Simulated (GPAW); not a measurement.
Runs of GPAW 26.7.0 on BAs. Symmetry: F-43m, No. 216, cubic system. Conventional cell: a = 4.777 Å, b = 4.777 Å, c = 4.777 Å, α = 90.00°, β = 90.00°, γ = 90.00°. As (site symmetry -43m) is surrounded by 4 B at 2.07 Å. Around B (site symmetry -43m) lie 4 As at 2.07 Å. 

```csv
task,level,potentials or basis,cell,k mesh,cutoff (eV),smearing,response ecut,frequency,extrapolate,vertex,qp bands,other keys,mesh quality,gap on the mesh (eV)
hybrid scf,TPSSh,"GPAW PAW data sets (gpaw-data 1.2.1), pw",as given,5 × 5 × 5,550,fermi-dirac 0.001 eV,-,-,-,-,-,-,coarse,1.71
single point,LDA,"the program's PAW data sets (release 1.2.1) made for this functional, pw",as given,8 × 8 × 8,600,fermi-dirac 0.01 eV,-,-,-,-,-,-,not flagged,1.15
one-shot levels on a semilocal density,r2SCAN,"GPAW PAW data sets (gpaw-data 1.2.1), pw",as given,7 × 7 × 7,550,fermi-dirac 0.05 eV,-,-,-,-,-,"several, not listed",not flagged,(a)
hybrid scf,r2SCAN0,"GPAW PAW data sets (gpaw-data 1.2.1), pw",as given,5 × 5 × 5,550,fermi-dirac 0.001 eV,-,-,-,-,-,-,coarse,2.63
```

Alike in all rows: no spin polarisation.

Problem. Estimate the missing entries.

Solution. (a) 1.40.

Caveats: some runs use coarse meshes; an odd mesh through Γ misses points on the zone boundary, where band edges often lie (some runs); the scaled meta-GGA exchange is a class typed in the script (some runs); energy and the plain gap are those of the semilocal run (some runs); the hybrids' values are one shot on its orbitals and mesh (some runs).

A k mesh can miss the band edges, and the runs leave out spin-orbit coupling on As.

Runs at the PBE level aren't shown here.
